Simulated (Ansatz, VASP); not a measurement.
## Two plane-wave programs on Si

```
Si
1.0
     0.00000    2.71692    2.71692
     2.71692    0.00000    2.71692
     2.71692    2.71692    0.00000
Si
2
Cartesian
  1.3585 1.3585 1.3585
  0.0000 0.0000 0.0000
```

Alike in both runs: functional PBEsol; k mesh 8 × 8 × 8; occupations gaussian, width 0.02 eV; no spin polarisation.

Ansatz relaxed the structure, and its values are those at the end. VASP's run is a single point on that final structure, the one shown.

```csv
,VASP,Ansatz
version,VASP 6.6.1,Ansatz 0.2.0
potentials or method,"VASP PAW PBE potentials, release 64 (Si)","scalar-relativistic, plane waves, PAW"
plane-wave cutoff (eV),520,420
valence electrons in the cell,8,8
```

VASP gave:

```
gap on the k mesh at the Fermi level (eV) : 0.51
least direct gap on the mesh (eV)         : 2.52
pressure (GPa)                            : 0.1
```

Task: What did Ansatz give for the same quantities?

Result: gap on the k mesh at the Fermi level (eV): 0.51; least direct gap on the mesh (eV): 2.52; pressure (GPa): 0.0.

With one functional, cell and mesh, what is left measures potentials, basis and numerics.

Caveats: the PAW data sets were made with another functional, which shifts forces and pressure a little (VASP). Expect the measured gap to be larger: semilocal functionals such as PBEsol lack the derivative discontinuity. A k mesh can miss the band edges.
